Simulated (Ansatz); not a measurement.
# Al2Cu: tests of the settings

Aim, for Al2Cu: see how the functional moves the results.

Method: DFT r2SCAN, scalar-relativistic, plane waves, PAW for the base; runs at other levels say so in their headings and inputs, in Ansatz 0.2.0.

1 further run of the same task is left out (set aside as unsound or not needed).

**1. The system as given**

The structure is tetragonal, space group P4/mmm (No. 123). The conventional cell has a = 4.105 Å, b = 4.105 Å, c = 2.891 Å, α = 90.00°, β = 90.00°, γ = 90.00°. Around Al (site symmetry mmm) lie 4 Cu at 2.51 Å. Cu (site symmetry 4/mmm) has 8 Al at 2.51 Å in its first shell of neighbours.

As a file:

```
CELL_PARAMETERS angstrom
4.10518 0.00000 0.00000
0.00000 4.10518 0.00000
0.00000 0.00000 2.89131
ATOMIC_POSITIONS crystal
Al 0.50000 0.00000 0.50000
Al 0.00000 0.50000 0.50000
Cu 0.00000 0.00000 0.00000
```

The structure comes from the Materials Project (structure only); it is used as listed.

**2. The base run, which the others are set against**

The input, input.yaml:

```yaml
crystal:
  lattice:
    - [4.105182, 0.0, 0.0]
    - [0.0, 4.105182, 0.0]
    - [0.0, 0.0, 2.891313]
  atoms:
    - { symbol: Al, position: [0.5, 0.0, 0.5] }
    - { symbol: Al, position: [0.0, 0.5, 0.5] }
    - { symbol: Cu, position: [0.0, 0.0, 0.0] }
basis:
  ecutwfc: 500
kpoints:
  mp_grid: { grid: [10, 10, 14] }
hamiltonian:
  xc: r2scan
scf:
  occupations: { method: gaussian, width: 0.1 }
output:
  forces: true
  stress: true
  eigenvalues: true
  populations: true
  write_density: true
  write_potential: true
  elf: true
  volumetric_format: npy
```

It was run beforehand and gave: -2570.7245 eV/atom at zero smearing, pressure -2.16 GPa, largest force 0.000 eV/Å, no gap on the mesh, in 8 SCF cycles and 49 s.

**3. Functional set to LDA**

input.yaml: that of step 2 with these lines changed.

```diff
@@ -10,3 +10,3 @@
 basis:
-  ecutwfc: 500
+  ecutwfc: 420
 kpoints:
@@ -14,3 +14,3 @@
 hamiltonian:
-  xc: r2scan
+  xc: lda
 scf:
@@ -21,6 +21 @@
   eigenvalues: true
-  populations: true
-  write_density: true
-  write_potential: true
-  elf: true
-  volumetric_format: npy
```

Run with:

```sh
$ ansatz run input.yaml --threads 1 --pin off --max-ram 2560MiB --backend cpu --events-out ev --progress --plain --runs-dir out
```

The log of the run (excerpt; [...] marks lines left out):

```text
Warning: RAYON_NUM_THREADS=1 ignored (pool sized by the plan → 1); use --threads N
[...]
Pseudopotentials: kind: paw
Pseudopotential: Al, paw, valence charge 3, recommended cutoff 420 eV (normal), Al.paw.azcp
Pseudopotential: Cu, paw, valence charge 19, recommended cutoff 420 eV (normal), Cu.paw.azcp
Functional definition: SPW92
[...]
Crystal: 3 atoms, lattice volume = 48.726 Å³
Basis set: ecut = 420 eV, 945 PW (Γ)
Bands: 17, of which v1, the nominal top of the filled ones, is band 13 counted from 1 (12 counted from 0)
Symmetry: 16 space group operations
Space group: P4/mmm (ITA 123), of the structure as read, at distance tolerance 3.7e-5 Å
k-points: 168 of 1400
[...]
SCF iter   1: F=—  HF=-7581.593148 eV  |F-HF|=—  |Δ(HF+E_count)|=         —  Δρ=1.21e-2  dr2=3.32e-2  ethr=1.77e-3  ⟨swp⟩=5.2  Hψ=14565  notcnv=0
[...]
SCF iter   7: F=-7581.585186 eV  HF=-7581.585186 eV  |F-HF|=2.13e-9  |Δ(HF+E_count)|=   4.80e-8  Δρ=5.13e-6  dr2=1.60e-8  ethr=4.00e-10  ⟨swp⟩=3.8  Hψ=11012  notcnv=0
[...]
SCF converged after 7 iterations
Free energy (F): -7581.585186 eV
[...]
E sigma→0 (E₀):  -7581.582951 eV
Entropy (-TS):   -0.004469 eV (-1.490 meV/atom)
Fermi energy:    9.055848 eV
[...]
--- Forces (eV/Å), atoms counted from 1 ---
  atom   1  Al     0.00000000     0.00000000     0.00000000
  atom   2  Al    -0.00000000     0.00000000     0.00000000
  atom   3  Cu     0.00000000     0.00000000     0.00000000
[...]
--- Stress (GPa, compression-positive) ---
       -4.808304       0.000000       0.000000
        0.000000      -4.808304       0.000000
        0.000000       0.000000      -5.742985
  P = ⅓ Tr σ = -5.1199 GPa (-51.199 kbar)
--- Band table (eV; the first three rows and the last of 168) ---
  k-point 0: bands = ["-104.1249", "-61.9332", "-61.9332", "-61.9112", "-1.4360", "3.6511", "4.1865", "4.8446", "5.0257", "5.0257", "6.7342", "6.7342", "8.9641", "9.9703", "14.9613", "15.1887", "15.1887"]
[...]
```

It took 17 s on 1 thread of Intel Xeon at 2.50GHz (Skylake/Cascade Lake), shared host; peak memory 0.41 GiB.

Result: -2527.1943 eV/atom at zero smearing, pressure -5.12 GPa and no gap on the mesh.

**4. Functional: PBE**

input.yaml: that of step 3 with these lines changed.

```diff
@@ -14,3 +14,3 @@
 hamiltonian:
-  xc: lda
+  xc: pbe
 scf:
```

Run with:

```sh
$ ansatz run input.yaml --threads 1 --pin off --max-ram 2560MiB --backend cpu --events-out ev --progress --plain --runs-dir out
```

The log of the run (excerpt; [...] marks lines left out):

```text
Warning: RAYON_NUM_THREADS=1 ignored (pool sized by the plan → 1); use --threads N
[...]
[... 3 set-up lines as earlier in the session ...]
Functional definition: PBE
[...]
Crystal: 3 atoms, lattice volume = 48.726 Å³
Basis set: ecut = 420 eV, 945 PW (Γ), exchange–correlation on 60×60×40 points (8 copies of the dense FFT grid, shifted against one another)
Bands: 17, of which v1, the nominal top of the filled ones, is band 13 counted from 1 (12 counted from 0)
[... 2 set-up lines as earlier in the session ...]
k-points: 168 of 1400
[...]
SCF iter   1: F=—  HF=-7700.272614 eV  |F-HF|=—  |Δ(HF+E_count)|=         —  Δρ=5.19e-3  dr2=1.19e-2  ethr=1.77e-3  ⟨swp⟩=5.2  Hψ=14427  notcnv=0
[...]
SCF iter   7: F=-7700.270819 eV  HF=-7700.270819 eV  |F-HF|=1.49e-8  |Δ(HF+E_count)|=   1.25e-7  Δρ=6.48e-6  dr2=3.05e-8  ethr=4.00e-10  ⟨swp⟩=3.9  Hψ=11655  notcnv=0
[...]
SCF converged after 7 iterations
Free energy (F): -7700.270819 eV
[...]
E sigma→0 (E₀):  -7700.268529 eV
Entropy (-TS):   -0.004580 eV (-1.527 meV/atom)
Fermi energy:    9.304940 eV
[...]
--- Forces (eV/Å), atoms counted from 1 ---
  atom   1  Al     0.00000000     0.00000000     0.00000000
  atom   2  Al     0.00000000    -0.00000000     0.00000000
  atom   3  Cu     0.00000000    -0.00000000     0.00000000
[...]
--- Stress (GPa, compression-positive) ---
        0.685665       0.000000       0.000000
        0.000000       0.685665       0.000000
        0.000000       0.000000       0.166324
  P = ⅓ Tr σ = 0.5126 GPa (5.126 kbar)
--- Band table (eV; the first three rows and the last of 168) ---
  k-point 0: bands = ["-104.6872", "-62.0474", "-62.0474", "-62.0274", "-1.1979", "3.9620", "4.4887", "5.1494", "5.3473", "5.3473", "6.9594", "6.9594", "9.2632", "10.2333", "15.2792", "15.4990", "15.4990"]
[...]
```

It took 17 s on 1 thread of Intel Xeon at 2.50GHz (Skylake/Cascade Lake), shared host; peak memory 0.42 GiB.

Result: -2566.7562 eV/atom at zero smearing, pressure 0.51 GPa and no gap on the mesh.

**5. Functional set to PBEsol**

input.yaml: that of step 4 with these lines changed.

```diff
@@ -14,3 +14,3 @@
 hamiltonian:
-  xc: pbe
+  xc: pbesol
 scf:
```

Run with:

```sh
$ ansatz run input.yaml --threads 1 --pin off --max-ram 2560MiB --backend cpu --events-out ev --progress --plain --runs-dir out
```

The log of the run (excerpt; [...] marks lines left out):

```text
Warning: RAYON_NUM_THREADS=1 ignored (pool sized by the plan → 1); use --threads N
[...]
[... 3 set-up lines as earlier in the session ...]
Functional definition: PBEsol
[...]
Crystal: 3 atoms, lattice volume = 48.726 Å³
Basis set: ecut = 420 eV, 945 PW (Γ), exchange–correlation on 60×60×40 points (8 copies of the dense FFT grid, shifted against one another)
Bands: 17, of which v1, the nominal top of the filled ones, is band 13 counted from 1 (12 counted from 0)
[... 2 set-up lines as earlier in the session ...]
k-points: 168 of 1400
[...]
SCF iter   1: F=—  HF=-7637.956612 eV  |F-HF|=—  |Δ(HF+E_count)|=         —  Δρ=1.34e-2  dr2=5.34e-2  ethr=1.77e-3  ⟨swp⟩=5.2  Hψ=14480  notcnv=0
[...]
SCF iter   7: F=-7637.947173 eV  HF=-7637.947173 eV  |F-HF|=7.09e-9  |Δ(HF+E_count)|=   1.59e-7  Δρ=5.09e-6  dr2=1.71e-8  ethr=4.00e-10  ⟨swp⟩=5.9  Hψ=12577  notcnv=0
[...]
SCF converged after 7 iterations
Free energy (F): -7637.947173 eV
[...]
E sigma→0 (E₀):  -7637.944921 eV
Entropy (-TS):   -0.004505 eV (-1.502 meV/atom)
Fermi energy:    9.211975 eV
[...]
--- Forces (eV/Å), atoms counted from 1 ---
  atom   1  Al     0.00000000    -0.00000000     0.00000000
  atom   2  Al     0.00000000     0.00000000     0.00000000
  atom   3  Cu     0.00000000     0.00000000     0.00000000
[...]
--- Stress (GPa, compression-positive) ---
       -2.064875       0.000000       0.000000
        0.000000      -2.064875       0.000000
        0.000000       0.000000      -3.072010
  P = ⅓ Tr σ = -2.4006 GPa (-24.006 kbar)
--- Band table (eV; the first three rows and the last of 168) ---
  k-point 0: bands = ["-104.4666", "-61.9807", "-61.9807", "-61.9602", "-1.2945", "3.8570", "4.3772", "5.0453", "5.2357", "5.2357", "6.8655", "6.8655", "9.1834", "10.1052", "15.1686", "15.3928", "15.3928"]
[...]
```

Run time: 17 s. Hardware: 1 thread of Intel Xeon at 2.50GHz (Skylake/Cascade Lake), shared host; peak memory 0.42 GiB.

Result: -2545.9816 eV/atom at zero smearing, pressure -2.40 GPa and no gap on the mesh.

**6. Functional set to HSE06**

input.yaml: that of step 5 with these lines changed.

```diff
@@ -12,5 +12,5 @@
 kpoints:
-  mp_grid: { grid: [10, 10, 14] }
+  mp_grid: { grid: [6, 6, 8] }
 hamiltonian:
-  xc: pbesol
+  xc: hse06
 scf:
```

Run with:

```sh
$ ansatz run input.yaml --threads 1 --pin off --max-ram 2560MiB --backend cpu --events-out ev --progress --plain --runs-dir out
```

The log of the run (excerpt; [...] marks lines left out):

```text
Warning: output.stress: scf.convergence.dr2_threshold = 1e-7 eV (the SCF's general default) is looser than the 3e-10 eV advised for a printed stress (1e-10 eV for each atom of the cell: 3). What an SCF threshold leaves in a stress goes as its square root, and in the free energy as the [...]
Warning: output.stress: scf.exx.energy_threshold = 1e-6 eV is looser than the 3e-8 eV advised for a stress under a hybrid functional (1e-8 eV for each atom of the cell: 3). Every SCF of the exchange loop can meet its threshold on dr2 while the loop round them stops early: no threshold on [...]
Warning: RAYON_NUM_THREADS=1 ignored (pool sized by the plan → 1); use --threads N
[...]
[... 3 set-up lines as earlier in the session ...]
Functional definition: HSE06
[...]
Crystal: 3 atoms, lattice volume = 48.726 Å³
Basis set: ecut = 420 eV, 945 PW (Γ), exchange–correlation on 60×60×40 points (8 copies of the dense FFT grid, shifted against one another)
[...]
hybrid outer 2: dexx = +1.007e-6 eV, tail = 4.20e-8 eV, Δε = 4.09e-3 eV (about 1.31e-4 eV left of the loop's levels)
hybrid SCF converged: 2 outer / 13 inner (+10 warm-up), last move |dexx| = 1.01e-6 eV, tail = 4.20e-8 eV
Stability not checked: this state was not tested for a lower state beside it, because the functional holds exact exchange (a hybrid, or Hartree-Fock), whose exchange loop this test does not read (fock_operator; see scf.lower_state_search)
Free energy (F): -7699.916247 eV
Frozen-core exchange: fock
[...]
E sigma→0 (E₀):  -7699.913736 eV
Entropy (-TS):   -0.005022 eV (-1.674 meV/atom)
Fermi energy:    9.416969 eV
[...]
--- Forces (eV/Å), atoms counted from 1 ---
  atom   1  Al     0.00000000     0.00000000     0.00000000
  atom   2  Al    -0.00000000     0.00000000     0.00000000
  atom   3  Cu     0.00000000     0.00000000     0.00000000
[...]
--- Stress (GPa, compression-positive) ---
        0.997329       0.000000       0.000000
        0.000000       0.997329       0.000000
        0.000000       0.000000      -3.289361
  P = ⅓ Tr σ = -0.4316 GPa (-4.316 kbar)
--- Band table (eV; the first three rows and the last of 50) ---
  k-point 0: bands = ["-110.7580", "-66.5323", "-66.5323", "-66.5273", "-2.6420", "2.5552", "2.8637", "3.5247", "3.8437", "3.8437", "6.4942", "6.4942", "9.1872", "10.4892", "15.9727", "16.1632", "16.1632"]
[...]
```

Run time: 4.3 min. Hardware: 1 thread of Intel Xeon at 2.50GHz (Skylake/Cascade Lake), shared host; peak memory 2.1 GiB.

Result: -2566.6379 eV/atom at zero smearing, pressure -0.43 GPa and no gap on the mesh. The log warns that the count of filled bands differs between k-points.

**7. What the functional changes**

The atoms stay where they are; pressure is positive in compression.

| functional | mesh | cutoff (eV) | gap on the mesh (eV) | pressure (GPa) | CPU time | time against the first |
| --- | --- | --- | --- | --- | --- | --- |
| r2SCAN | 10×10×14 | 500 | metal | -2.2 | 48 s | 1 |
| LDA | 10×10×14 | 420 | metal | -5.1 | 17 s | 0.35 |
| PBE | 10×10×14 | 420 | metal | 0.5 | 16 s | 0.34 |
| PBEsol | 10×10×14 | 420 | metal | -2.4 | 16 s | 0.34 |
| HSE06 | 6×6×8 | 420 | metal | -0.4 | 4.1 min | 5.1 |

Times: CPU seconds on a shared machine, a rough guide. The hybrids ran on a coarser mesh, which can miss the band edges, so their gaps and times are not like for like.

**8. Results**

| quantity | value |
| --- | --- |
| gap on the mesh (eV) by functional | r2SCAN: metal; LDA: metal; PBE: metal; PBEsol: metal; HSE06: metal |

**Reading.** No run finds a gap on its mesh. At this one cell the pressure rises in the order LDA, PBEsol, r2SCAN, HSE06, PBE: the lower it is, the smaller the cell that the functional prefers.
